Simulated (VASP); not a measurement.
Al2Cu:

```
CELL_PARAMETERS angstrom
-2.03034 2.03034 2.85109
2.03034 -2.03034 2.85109
2.03034 2.03034 -2.85109
ATOMIC_POSITIONS crystal
Al 0.75000 0.25000 0.50000
Al 0.25000 0.75000 0.50000
Cu 0.50000 0.50000 0.00000
```

The cell comes from a database or a generator and needn't be the stable form of this composition.

```yaml
Program: VASP 6.6.1
Task: relaxation of cell and atoms
Functional: PBE
Potentials_or_basis: VASP PAW PBE potentials, release 64 (Al, Cu)
Cutoff: 600 eV
k_mesh: 14 × 14 × 14
Occupations: gaussian, width 0.1 eV
Spin: no spin polarisation
```

At the start: pressure 3.0 GPa; volume 15.67 Å³/atom.

Problem. Where does the relaxation end?

Solution. Over 8 steps the energy falls by 4.6 meV/atom and the volume is 16.15 Å³/atom (+3.1 %); space group Fm-3m (No. 225, to 0.05 Å).

Step by step:
```csv
step,energy change (eV),largest force (eV/Å),pressure (GPa),volume (Å³)
1,0.0000,0.0000,3.02,47.01
2,-0.0116,0.0000,-1.08,49.05
3,-0.0137,0.0000,-0.11,48.47
4,-0.0137,0.0000,0.06,48.43
5,-0.0138,0.0000,0.08,48.43
6,-0.0138,0.0000,0.07,48.42
7,-0.0139,0.0000,-0.06,48.48
8,-0.0139,0.0000,0.01,48.45
```

Final structure:
```yaml
crystal:
  lattice:
    - [-2.04604, 2.04604, 2.89345]
    - [2.04604, -2.04604, 2.89345]
    - [2.04604, 2.04604, -2.89345]
  atoms:
    - { symbol: Al, position: [0.75000, 0.25000, 0.50000] }
    - { symbol: Al, position: [0.25000, 0.75000, 0.50000] }
    - { symbol: Cu, position: [0.50000, 0.50000, 0.00000] }
```
